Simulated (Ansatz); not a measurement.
Wanted: the native input for an Ansatz 0.2.0 run.

| Property | Result |
| --- | --- |
| Task | elastic constants |
| Functional | PBE |
| Dispersion | D4 |
| Potentials or basis | all-electron PAW datasets made for the crystal |
| Cutoff | 280 eV (chosen from the basis error) |
| k mesh | 7 × 7 × 7 |
| Occupations | fermi-dirac, width 0.05 eV |
| Spin | collinear spin, random start |
| Starting moments | [-0.46, 0.0] μB |
| Scf n extra bands | 2 |

BeS:

```
CELL_PARAMETERS angstrom
0.00000 2.42500 2.42500
2.42500 0.00000 2.42500
2.42500 2.42500 0.00000
ATOMIC_POSITIONS crystal
S 0.75000 0.75000 0.75000
Be 0.00000 0.00000 0.00000
```

The input as run:

input.yaml

```yaml
crystal:
  lattice:
    - [0.0, 2.425, 2.425]
    - [2.425, 0.0, 2.425]
    - [2.425, 2.425, 0.0]
  atoms:
    - { symbol: S, position_ang: [3.6375, 3.6375, 3.6375], spin: -0.46 }
    - { symbol: Be, position_ang: [0.0, 0.0, 0.0] }
kpoints:
  mp_grid: { grid: [7, 7, 7] }
scf:
  occupations: { method: fermi_dirac, width: 0.05 }
  n_extra_bands: 2
hamiltonian:
  xc: pbe
  dispersion: d4
  pseudopotentials: { kind: all_electron, datasets: crystal }
magnetization:
  spin_polarized: true
output:
  forces: true
  stress: true
elastic:
  mode: relaxed_ion
  stencil: two_point
```

Potentials or basis: all-electron PAW datasets made for the crystal.

Command:

```sh
$ ansatz run input.yaml --threads 1 --pin off --max-ram 2560MiB --backend cpu --events-out ev --progress --plain --runs-dir out
```

It gave:

| Item | Value |
| --- | --- |
| Pressure | -1.4 GPa |
| Band gap on the k mesh | 3.26 eV, indirect (least direct gap 5.65 eV) |
| Net moment | 0.00 μB per cell |
| Absolute moment | 0.00 μB per cell |
| Elastic constants C11, C12, C44 | 159, 61, 85 GPa |
| Voigt bulk modulus | 94 GPa |

Caveat: the program listed the state as in doubt; the datasets are made anew for each crystal, so energies of different cells compare to about 1 meV per atom; an odd mesh through Γ misses points on the zone boundary, where band edges often lie.

It took 35 s on 1 thread of Intel(R) Xeon(R) 6975P-C (Granite Rapids), with other jobs on the host, peak memory 0.48 GiB.
